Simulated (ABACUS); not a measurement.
**NiO: equation of state with PBEsol**

NiO:

```
Ni O
1.0
     0.00000    2.08590    2.08590
     2.08590    0.00000    2.08590
     2.08590    2.08590    0.00000
Ni O
1 1
Direct
  0.00000 0.00000 0.00000
  0.50000 0.50000 0.50000
```

```
Program                                       : ABACUS 3.10.1
Task                                          : equation of state
Functional                                    : PBEsol
Potentials or basis                           : PseudoDojo NC SR 0.4.1 PBEsol standard
Cutoff                                        : 1333 eV
Density cutoff                                : 5333 eV
Basis                                         : plane waves
k mesh                                        : 11 × 11 × 11
Occupations                                   : fermi-dirac, width 0.05 eV
Spin                                          : collinear spin, ferromagnetic start
Starting moments                              : [1.0, 0.0] μB
Radial cutoff of the potentials (pseudo_rcut) : 7 bohr
SCF threshold on the density                  : 1e-08
Max SCF steps                                 : 100
Eigensolver                                   : dav
Mixing                                        : broyden
Mixing share                                  : 0.4
Symmetry key                                  : 1
```

| Quantity | Value |
| --- | --- |
| Equilibrium volume | 8.81 Å³/atom (rough: see the caveat) |
| Bulk modulus | 319 GPa (rough) |

Energy against volume, from the lowest point:
| volume (Å³/atom) | energy (meV/atom) |
| --- | --- |
| 8.531 | 10.92 |
| 8.713 | 0.00 |
| 8.894 | 1.93 |
| 9.076 | 7.85 |
| 9.257 | 17.42 |
| 9.439 | 30.08 |
| 9.620 | 45.47 |

All runs of the series together: 3.3 min on 4 threads of Intel(R) Xeon(R) Platinum 8259CL CPU @ 2.50GHz (Skylake/Cascade Lake) (shared host).

Caveat: the fit is doubtful: noisy points or a state that changes with volume.
